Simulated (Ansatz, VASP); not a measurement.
## Two plane-wave programs on Eu

The input INCAR:

```
SYSTEM = Eu
PREC = Accurate
ENCUT = 520
EDIFF = 1E-8
ISMEAR = -1
SIGMA = 0.03
LREAL = .FALSE.
LASPH = .TRUE.
NELM = 150
ALGO = Normal
ISIF = 2
LWAVE = .FALSE.
LCHARG = .FALSE.
ISPIN = 2
MAGMOM = 7
LORBIT = 11
LMAXMIX = 6
GGA = PE
LEFG = .TRUE.
NBANDS = 18
```

The input KPOINTS:

```
regular mesh
0
G
  11 11 11
  0 0 0
```

POSCAR

```
Eu
1.0
   -2.2602277278      2.2602277278      2.2602277278
    2.2602277278     -2.2602277278      2.2602277278
    2.2602277278      2.2602277278     -2.2602277278
Eu
1
Direct
    0.0000000000      0.0000000000      0.0000000000
```

Input for Ansatz:

```yaml
crystal:
  lattice:
    - [-2.2602277278, 2.2602277278, 2.2602277278]
    - [2.2602277278, -2.2602277278, 2.2602277278]
    - [2.2602277278, 2.2602277278, -2.2602277278]
  atoms:
    - { symbol: Eu, position: [0.0, 0.0, 0.0], spin: 7.0 }
magnetization:
  spin_polarized: true
kpoints:
  mp_grid: { grid: [11, 11, 11] }
scf:
  occupations: { method: fermi_dirac, width: 0.03 }
hamiltonian:
  xc: pbe
  pseudopotentials: { kind: paw }
output:
  forces: true
  stress: true
  eigenvalues: true
  efg: { contact_densities: true }
```

Change from the starting cell: volume scaled by 0.98, PAW files.

Alike in both runs: task electric field gradients; functional PBE; k mesh 11 × 11 × 11; occupations fermi-dirac, width 0.03 eV; collinear spin.

|  | VASP | Ansatz |
| --- | --- | --- |
| version | VASP 6.6.1 | Ansatz 0.2.0 |
| potentials or method | VASP PAW PBE potentials, release 64 (Eu) | PAW with Ansatz's default frozen-core files, scalar-relativistic |
| plane-wave cutoff (eV) | 520 | 420 |
| valence electrons in the cell | 17 | 17 |

VASP gave:

| Quantity | Value |
| --- | --- |
| pressure (GPa) | -1.3 |
| net moment per atom (μB) | 7.27 |
| size of the moment on the site where the two differ most (μB) | 6.68 |
| Vzz of the field gradient on the site that differs most (V/Å²) | 0.0 |

Q: What did Ansatz give for the same quantities?

A: Pressure (GPa): -1.1; net moment per atom (μB): 7.27; size of the moment on the site where the two differ most (μB): 7.04; Vzz of the field gradient on the site that differs most (V/Å²): 0.0.

Site moments also hang on the region over which each program counts them. Ansatz warned: «gradients_without_spin_orbit».

Caveats: spin-orbit coupling is left out, which moves the levels of the heavy elements. The state reached can hang on the start; a lower one may exist.
